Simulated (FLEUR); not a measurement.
# BeTe (F-43m) in FLEUR: notebook

Runs on BeTe. Level: LDA. Tasks: equation of state.

All numbers are computed with FLEUR MaX-R8.1 (later development tree); they aren't measurements. Logs are shortened: lines on timing, memory, paths and dates and some standing lists are left out, and cuts for length are marked.

## Step 1: The crystal as given

Symmetry: F-43m, No. 216, cubic system. Conventional cell: a = 5.540 Å, b = 5.540 Å, c = 5.540 Å, α = 90.00°, β = 90.00°, γ = 90.00°. Around Te (site symmetry -43m) lie 4 Be at 2.40 Å. Be (site symmetry -43m) is surrounded by 4 Te at 2.40 Å.

## Step 2: Equation of state, LDA, 19.98 Å³/atom (volume scaled by 0.94)

inp.xml

```xml
<?xml version="1.0" encoding="UTF-8" standalone="no"?>
<fleurInput fleurInputVersion="0.39">
   <comment>
      BeTe                                                                                                
   </comment>
   <calculationSetup>
      <cutoffs Kmax="4.21" Gmax="13.1" GmaxXC="13.1" numbands="0"/>
      <scfLoop itmax="60" minDistance="0.00001" maxIterBroyd="15" imix="Anderson" alpha="0.05" precondParam="0.0" spinf="2.0" sdNocoIR="T"/>
      <coreElectrons ctail="T" frcor="F" kcrel="0" coretail_lmax="0"/>
      <xcFunctional name="vwn" relativisticCorrections="F"/>
      <magnetism jspins="1"/>
      <soc l_soc="F" theta="0.0" phi="0.0" spav="F"/>
      <expertModes spex="0" secvar="F"/>
      <geometryOptimization l_f="F" forcealpha="1.0" forcemix="BFGS" epsdisp="0.00001" epsforce="0.00001"/>
      <ldaU l_linMix="F" mixParam="0.05" spinf="1.0"/>
   </calculationSetup>
   <cell>
      <bzIntegration valenceElectrons="26.0" mode="hist" fermiSmearingEnergy="0.00183747">
         <kPointListSelection listName="default-1"/>
         <!-- k-points included here -->
         <xi:include xmlns:xi="http://www.w3.org/2001/XInclude" href="kpts.xml"> </xi:include>
      </bzIntegration>
      <!-- symmetry operations included here -->
      <xi:include xmlns:xi="http://www.w3.org/2001/XInclude" href="sym.xml"> </xi:include>
      <bulkLattice scale="0.9795861087">
         <bravaisMatrix>
            <row-1>    0.0000000000000000     5.2345413651419994     5.2345413651419994</row-1>
            <row-2>    5.2345413651419994     0.0000000000000000     5.2345413651419994</row-2>
            <row-3>    5.2345413651419994     5.2345413651419994     0.0000000000000000</row-3>
         </bravaisMatrix>
      </bulkLattice>
   </cell>
   <atomSpecies>
      <species name="Tellurium (Te)" element="Te" atomicNumber="52">
         <mtSphere radius="2.36" gridPoints="807" logIncrement="0.016"/>
         <atomicCutoffs lmax="10" lnonsphr="8"/>
         <electronConfig flipSpins="F">
            <coreConfig>(1s1/2) (2s1/2) (2p1/2) (2p3/2) (3s1/2) (3p1/2) (3p3/2) (4s1/2) (3d3/2) (3d5/2)</coreConfig>
            <valenceConfig>(4p1/2) (4p3/2) (5s1/2) (4d3/2) (4d5/2) (5p1/2) (5p3/2)</valenceConfig>
            <stateOccupation state="(5p1/2)" spinUp="0.666667" spinDown="0.666667"/>
            <stateOccupation state="(5p3/2)" spinUp="1.333333" spinDown="1.333333"/>
         </electronConfig>
         <energyParameters s="5" p="5" d="5" f="4"/>
         <lo type="SCLO" l="1" n="4" eDeriv="0"/>
         <lo type="SCLO" l="1" n="4" eDeriv="1"/>
         <lo type="SCLO" l="2" n="4" eDeriv="0"/>
         <lo type="SCLO" l="2" n="4" eDeriv="1"/>
         <lo type="SCLO" l="0" n="5" eDeriv="2"/>
         <lo type="SCLO" l="3" n="4" eDeriv="2"/>
      </species>
      <species name="Beryllium (Be)" element="Be" atomicNumber="4">
         <mtSphere radius="1.71" gridPoints="583" logIncrement="0.017"/>
         <atomicCutoffs lmax="8" lnonsphr="6"/>
         <electronConfig flipSpins="F">
            <coreConfig></coreConfig>
            <valenceConfig>(1s1/2) (2s1/2)</valenceConfig>
         </electronConfig>
         <energyParameters s="2" p="2" d="3" f="4"/>
         <lo type="SCLO" l="0" n="1" eDeriv="0"/>
         <lo type="SCLO" l="1" n="2" eDeriv="2"/>
         <lo type="SCLO" l="2" n="3" eDeriv="2"/>
      </species>
   </atomSpecies>
   <atomGroups>
      <atomGroup species="Tellurium (Te)">
         <relPos label="                   1">-1.000/4.000 -1.000/4.000 -1.000/4.000</relPos>
         <force calculate="T" relaxXYZ="TTT"/>
      </atomGroup>
      <atomGroup species="Beryllium (Be)">
         <relPos label="                   2">.0000000000 .0000000000 .0000000000</relPos>
         <force calculate="T" relaxXYZ="TTT"/>
      </atomGroup>
   </atomGroups>
   <output dos="F" band="F" slice="F">
      <checks vchk="F" cdinf="F"/>
      <bandDOS minEnergy="-.5*Htr" maxEnergy="0.5*Htr" sigma="0.015" storeEVData="T"/>
      <vacuumDOS vacdos="F" integ="F" star="F" nstars="0" locx1="0.0" locy1="0.0" locx2="0.0" locy2="0.0" nstm="0" tworkf="0.0"/>
      <unfoldingBand unfoldBand="F" supercellX="1" supercellY="1" supercellZ="1"/>
      <plotting iplot="0" polar="F">
         <plot TwoD="T" vec1="  1.0  0.0  0.0" vec2="  0.0  1.0  0.0" vec3="  0.0  0.0  1.0" zero="  0.0  0.0  0.0" file="plot"/>
      </plotting>
      <chargeDensitySlicing numkpt="0" minEigenval="0.0" maxEigenval="0.0" nnne="0" pallst="F"/>
      <specialOutput eonly="F"/>
      <moessbauerParams electricFieldGradient="T" isomerShift="T" coreHyperfine="T" valenceHyperfine="T"/>
      <magneticCircularDichroism mcd="F" energyLo="-10.0" energyUp="0.0"/>
   </output>
  <!-- We include the file relax.xml here to enable relaxations (see documentation) -->
  <xi:include xmlns:xi="http://www.w3.org/2001/XInclude" href="relax.xml"> <xi:fallback/> </xi:include>
</fleurInput>
```

Potentials or basis: all-electron, FLAPW.

Command:

```
> inpgen -f crystal.txt -profile fastHighL
> # inp.xml edited to the form shown
> fleur_MPI
```

Output:

```text
Welcome to FLEUR        (www.flapw.de)
      MaX-Release 8.1          (www.max-centre.eu)

 ========== k-point set info ==========
 Selected k-point list: default-1
 k-point list type: mesh
 8 x 8 x 8
 Number of k points: 29

 ------------Calculation Setup---------------------------
 Number of MPI-tasks      :            1
 Number of PE/node        :            1
 Number of OMP-threads    :            1
 Most efficient MPI parallelization for:
           1          29
 Additional eigenvalue parallelization possible
 Number of basis functions:          431
 Approximate size of matrices (H+S) per k-point:         0.006 GB
 --------------------------------------------------------
Nuclear radius smaller than smallest radial mesh point for atom type 2 -- skipping its core isomer shift
Nuclear radius smaller than smallest radial mesh point for atom type 2 -- skipping its isomer shift
 Iteration:     1   Distance:       8.09891149 me/bohr^3
Nuclear radius smaller than smallest radial mesh point for atom type 2 -- skipping its core isomer shift
Nuclear radius smaller than smallest radial mesh point for atom type 2 -- skipping its isomer shift
 Iteration:     2   Distance:       7.55649263 me/bohr^3
Nuclear radius smaller than smallest radial mesh point for atom type 2 -- skipping its core isomer shift
Nuclear radius smaller than smallest radial mesh point for atom type 2 -- skipping its isomer shift
 Iteration:     3   Distance:       2.41128932 me/bohr^3
Nuclear radius smaller than smallest radial mesh point for atom type 2 -- skipping its core isomer shift
Nuclear radius smaller than smallest radial mesh point for atom type 2 -- skipping its isomer shift
 Iteration:     4   Distance:       0.72228386 me/bohr^3
Nuclear radius smaller than smallest radial mesh point for atom type 2 -- skipping its core isomer shift
Nuclear radius smaller than smallest radial mesh point for atom type 2 -- skipping its isomer shift
 Iteration:     5   Distance:       0.43968136 me/bohr^3
Nuclear radius smaller than smallest radial mesh point for atom type 2 -- skipping its core isomer shift
Nuclear radius smaller than smallest radial mesh point for atom type 2 -- skipping its isomer shift
 Iteration:     6   Distance:       0.12427384 me/bohr^3
Nuclear radius smaller than smallest radial mesh point for atom type 2 -- skipping its core isomer shift
Nuclear radius smaller than smallest radial mesh point for atom type 2 -- skipping its isomer shift
 Iteration:     7   Distance:       0.06062131 me/bohr^3
Nuclear radius smaller than smallest radial mesh point for atom type 2 -- skipping its core isomer shift
Nuclear radius smaller than smallest radial mesh point for atom type 2 -- skipping its isomer shift
 Iteration:     8   Distance:       0.01626511 me/bohr^3
Nuclear radius smaller than smallest radial mesh point for atom type 2 -- skipping its core isomer shift
Nuclear radius smaller than smallest radial mesh point for atom type 2 -- skipping its isomer shift
 Iteration:     9   Distance:       0.00285157 me/bohr^3
Nuclear radius smaller than smallest radial mesh point for atom type 2 -- skipping its core isomer shift
Nuclear radius smaller than smallest radial mesh point for atom type 2 -- skipping its isomer shift
 Iteration:    10   Distance:       0.00234947 me/bohr^3
Nuclear radius smaller than smallest radial mesh point for atom type 2 -- skipping its core isomer shift
Nuclear radius smaller than smallest radial mesh point for atom type 2 -- skipping its isomer shift
 Iteration:    11   Distance:       0.00013552 me/bohr^3
Nuclear radius smaller than smallest radial mesh point for atom type 2 -- skipping its core isomer shift
Nuclear radius smaller than smallest radial mesh point for atom type 2 -- skipping its isomer shift
 Iteration:    12   Distance:       0.00017445 me/bohr^3
Nuclear radius smaller than smallest radial mesh point for atom type 2 -- skipping its core isomer shift
Nuclear radius smaller than smallest radial mesh point for atom type 2 -- skipping its isomer shift
 Iteration:    13   Distance:       0.00000979 me/bohr^3

 ********************************************************************
 Run finished successfully
 Stop message:
   all done
 ********************************************************************
```

Run time: 31 s. Hardware: 1 thread of Arm Neoverse V2, shared host; peak memory 0.08 GiB.

What came out:

- Free energy: -185197.3845 eV
- Band gap on the k mesh: 1.61 eV, indirect (least direct gap 3.52 eV)
- Valence electrons inside the program's atomic spheres: Te 19.42; Be 2.71 (radii Te 2.36, Be 1.71 bohr)

Caveat: spin-orbit coupling is left out, which moves the levels of the heavy elements.

## Step 3: Equation of state, LDA, 20.40 Å³/atom (volume scaled by 0.96)

inp.xml, as its differences from that of step 2:

```diff
@@ -24,3 +24,3 @@
       <xi:include xmlns:xi="http://www.w3.org/2001/XInclude" href="sym.xml"> </xi:include>
-      <bulkLattice scale="0.9795861087">
+      <bulkLattice scale="0.9864848297">
          <bravaisMatrix>
```

Potentials or basis: all-electron, FLAPW.

Command:

```
> inpgen -f crystal.txt -profile fastHighL
> # inp.xml edited to the form shown
> fleur_MPI
```

It took 34 s on 1 thread of Arm Neoverse V2, shared host; peak memory 0.08 GiB.

It converged, with:

```
Free energy                                           : -185197.4069 eV
Band gap on the k mesh                                : 1.67 eV, indirect (least direct gap 3.54 eV)
Valence electrons inside the program's atomic spheres : Te 19.41; Be 2.69 (radii Te 2.36, Be 1.71 bohr)
```

Caveat: spin-orbit coupling is left out, which moves the levels of the heavy elements.

## Step 4: Equation of state, LDA, 21.25 Å³/atom

inp.xml, as its differences from that of step 3:

```diff
@@ -24,3 +24,3 @@
       <xi:include xmlns:xi="http://www.w3.org/2001/XInclude" href="sym.xml"> </xi:include>
-      <bulkLattice scale="0.9864848297">
+      <bulkLattice scale="1.0000000000">
          <bravaisMatrix>
```

Command:

```
> inpgen -f crystal.txt -profile fastHighL
> # inp.xml edited to the form shown
> fleur_MPI
```

Wall time 37 s (1 thread of Arm Neoverse V2, shared host); peak memory 0.09 GiB.

It converged, with:

```
Free energy                                           : -185197.4268 eV
Band gap on the k mesh                                : 1.77 eV, indirect (least direct gap 3.58 eV)
Valence electrons inside the program's atomic spheres : Te 19.38; Be 2.66 (radii Te 2.36, Be 1.71 bohr)
```

Caveat: spin-orbit coupling is left out, which moves the levels of the heavy elements.

## Step 5: Equation of state, LDA, 22.10 Å³/atom (volume scaled by 1.04)

inp.xml, as its differences from that of step 4:

```diff
@@ -24,3 +24,3 @@
       <xi:include xmlns:xi="http://www.w3.org/2001/XInclude" href="sym.xml"> </xi:include>
-      <bulkLattice scale="1.0000000000">
+      <bulkLattice scale="1.0131594038">
          <bravaisMatrix>
```

Command:

```
> inpgen -f crystal.txt -profile fastHighL
> # inp.xml edited to the form shown
> fleur_MPI
```

It took 40 s on 1 thread of Arm Neoverse V2, shared host; peak memory 0.09 GiB.

Results (log left out):

```yaml
Free_energy: -185197.4187 eV
Band_gap_on_the_k_mesh: 1.86 eV, indirect (least direct gap 3.61 eV)
Valence_electrons_inside_the_program's_atomic_spheres: Te 19.36; Be 2.63 (radii Te 2.36, Be 1.71 bohr)
```

Caveat: spin-orbit coupling is left out, which moves the levels of the heavy elements.

## Step 6: Equation of state, LDA, 22.53 Å³/atom (volume scaled by 1.06)

inp.xml, as its differences from that of step 5:

```diff
@@ -24,3 +24,3 @@
       <xi:include xmlns:xi="http://www.w3.org/2001/XInclude" href="sym.xml"> </xi:include>
-      <bulkLattice scale="1.0131594038">
+      <bulkLattice scale="1.0196128224">
          <bravaisMatrix>
```

Potentials or basis: all-electron, FLAPW.

Command:

```
> inpgen -f crystal.txt -profile fastHighL
> # inp.xml edited to the form shown
> fleur_MPI
```

Wall time 41 s (1 thread of Arm Neoverse V2, shared host); peak memory 0.09 GiB.

The run converged. Its results:

```
Free energy                                           : -185197.4057 eV
Band gap on the k mesh                                : 1.91 eV, indirect (least direct gap 3.62 eV)
Valence electrons inside the program's atomic spheres : Te 19.35; Be 2.62 (radii Te 2.36, Be 1.71 bohr)
```

Caveat: spin-orbit coupling is left out, which moves the levels of the heavy elements.

## Step 7: Equation of state, LDA

This step only gathers the single runs of the series.

Results:

| Quantity | Value |
| --- | --- |
| Equilibrium volume | 21.41 Å³/atom |
| Bulk modulus | 64 GPa |
| Pressure derivative of the bulk modulus | 4.1 (rough: it moves with the points fitted) |

Energy against volume, from the lowest point:
| volume (Å³/atom) | energy (meV/atom) |
| --- | --- |
| 19.979 | 21.12 |
| 20.404 | 9.92 |
| 21.254 | 0.00 |
| 22.104 | 4.05 |
| 22.529 | 10.52 |

Spin-orbit coupling is left out, which matters for the levels of Te.
